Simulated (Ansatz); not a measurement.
# Ir: the cost of one run

Method: DFT PBE, scalar-relativistic, plane waves, PAW, in Ansatz 0.2.0.

2 further runs of the same task are left out: 2 set aside as unsound or not needed.

## 1. The starting structure

It takes space group Fm-3m (No. 225, cubic). Conventional cell: a = 3.871 Å, b = 3.871 Å, c = 3.871 Å, α = 90.00°, β = 90.00°, γ = 90.00°. Around Ir (site symmetry m-3m) lie 12 Ir at 2.74 Å.

As a file:

```
Ir
1.0
     0.00000    1.93533    1.93533
     1.93533    0.00000    1.93533
     1.93533    1.93533    0.00000
Ir
1
Cartesian
  0.0000 0.0000 0.0000
```

It is the result of an earlier relaxation at this level (volume 14.50 Å³/atom; gap on the mesh: none (metal)).

## 2. The bulk in the cell of the plane

input.yaml

```yaml
crystal:
  lattice:
    - [2.7369678024, 0.0, 0.0]
    - [-1.3684839012, 2.3702836462, 0.0]
    - [1.3684839012, 0.7900945487, 2.2347248528]
  atoms:
    - { symbol: Ir, position: [0.0, 0.0, 0.0] }
basis:
  ecutwfc: 420
kpoints:
  mp_grid: { grid: [15, 15, 15] }
hamiltonian:
  xc: pbe
scf:
  occupations: { method: gaussian, width: 0.1 }
output:
  forces: true
  stress: true
  eigenvalues: true
```

Launch:

```bash
ansatz run input.yaml --threads 1 --pin off --max-ram 2560MiB --backend cpu --events-out ev --progress --plain --runs-dir out
```

Q: Estimate wall time and peak memory on 1 thread of Intel Xeon Platinum 8488C (Sapphire Rapids), shared host.

About 1.6 s, with a peak of 0.34 GiB.
